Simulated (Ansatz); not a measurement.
A plane-wave DFT run in Ansatz 0.2.0 (scalar-relativistic PAW potentials unless the input names others): input and command.

```yaml
crystal:
  lattice:
    - [2.4549114657, -4.2035929859, -0.0014727699]
    - [2.5042015937, 4.2320661242, 0.0261841839]
    - [0.0432172429, 0.027940823, 8.6493516639]
  atoms:
    - { symbol: K, position: [0.5014479666, 0.4825281102, 0.5212457474] }
    - { symbol: K, position: [0.5072663824, 0.508385294, 0.0113162784] }
    - { symbol: I, position: [0.8153769555, 0.136361401, 0.2363767031] }
    - { symbol: I, position: [0.1759086954, 0.8727251948, 0.7310612711] }
basis:
  ecutwfc: 500
kpoints:
  mp_grid: { grid: [6, 6, 4] }
hamiltonian:
  xc: rpbe
scf:
  occupations: { method: gaussian, width: 0.05 }
output:
  forces: true
  eigenvalues: true
  stress: true
```

```bash
ansatz run input.yaml --threads 1 --pin off --max-ram 2560MiB --backend cpu --events-out ev --progress --plain --runs-dir out
```

Abridged log:
```
Basis set: ecut = 500 eV, 4557 PW (Γ), exchange–correlation on 72×72×128 points (8 copies of the dense FFT grid, shifted against one another)
Bands: 32, of which v1, the nominal top of the filled ones, is band 26 counted from 1 (25 counted from 0)
Symmetry: 1 space group operations
k-points: 76 of 144 (time reversal used)
SCF iter   1: F=—  HF=-18134.057485 eV  |F-HF|=—  |Δ(HF+E_count)|=         —  Δρ=2.01e-3  dr2=1.04e-2  ethr=1.77e-3  ⟨swp⟩=10.4  Hψ=13473  notcnv=0
SCF iter   2: F=—  HF=-18134.054490 eV  |F-HF|=—  |Δ(HF+E_count)|=   2.99e-3  Δρ=1.02e-3  dr2=2.02e-3  ethr=2.00e-5  ⟨swp⟩=2.0  Hψ=4858  notcnv=0  defer=114
SCF iter   3: F=—  HF=-18134.054969 eV  |F-HF|=—  |Δ(HF+E_count)|=   4.79e-4  Δρ=3.62e-4  dr2=2.87e-4  ethr=3.88e-6  ⟨swp⟩=3.0  Hψ=4194  notcnv=0  defer=43
automatic band count: iteration 3 solves 31 bands in place of 32: the levels show a gap, and the empty bands left out lie too high to hold charge; the band table lists the bands solved (type scf.n_extra_bands for more)
SCF iter   4: F=—  HF=-18134.055181 eV  |F-HF|=—  |Δ(HF+E_count)|=   2.12e-4  Δρ=9.15e-5  dr2=1.34e-5  ethr=5.53e-7  ⟨swp⟩=2.0  Hψ=2912  notcnv=0  defer=43
SCF iter   5: F=—  HF=-18134.055336 eV  |F-HF|=—  |Δ(HF+E_count)|=   1.55e-4  Δρ=2.39e-5  dr2=7.53e-7  ethr=2.58e-8  ⟨swp⟩=2.0  Hψ=3990  notcnv=0  defer=43
SCF iter   6: F=—  HF=-18134.055339 eV  |F-HF|=—  |Δ(HF+E_count)|=   3.17e-6  Δρ=7.36e-6  dr2=1.33e-7  ethr=1.92e-10  ⟨swp⟩=11.5  Hψ=12024  notcnv=0
SCF iter   7: F=-18134.055339 eV  HF=-18134.055339 eV  |F-HF|=7.06e-8  |Δ(HF+E_count)|=   6.70e-7  Δρ=2.47e-6  dr2=1.22e-8  ethr=1.92e-10  ⟨swp⟩=7.1  Hψ=10666  notcnv=0
SCF 1 converged in 7 iterations: F = -18134.055339 eV  dr2 = 1.22e-8
SCF converged after 7 iterations
Free energy (F): -18134.055339 eV
Harris-Foulkes:  -18134.055339 eV  (|F-HF|=7.06e-8)
Internal energy: -18134.055339 eV  (E = F + TS)
E sigma→0 (E₀):  -18134.055339 eV
Fermi energy:    4.360878 eV
--- Forces (eV/Å), atoms counted from 1 ---
  atom   1  K      0.25564286     0.21109592    -0.54116792
  atom   2  K     -0.09379474    -0.00609280    -0.20492428
  atom   3  I      0.14324461     0.03721226     0.25893172
  atom   4  I     -0.30506727    -0.24219559     0.48715201
--- Stress (GPa, compression-positive) ---
        2.187654       0.399800      -0.259979
        0.399800       1.590625      -0.236379
       -0.259979      -0.236379       1.714857
  P = ⅓ Tr σ = 1.8310 GPa (18.310 kbar)
```

Apart from outputs and empty bands, the input differs from a reference run on usual settings in hamiltonian.xc: "r2scan" → "rpbe". The reference, at the same geometry (not necessarily relaxed), gave pressure 0.34 GPa, largest force 0.637 eV/Å, gap on the mesh 4.39 eV. This run converged in 7 SCF iterations (reference: 7) with a total energy on another zero, pressure 1.83 GPa, largest force 0.635 eV/Å, gap on the mesh 4.07 eV.

It took 48 s on 1 thread of Arm Neoverse V1, on a shared host, peak memory 0.65 GiB.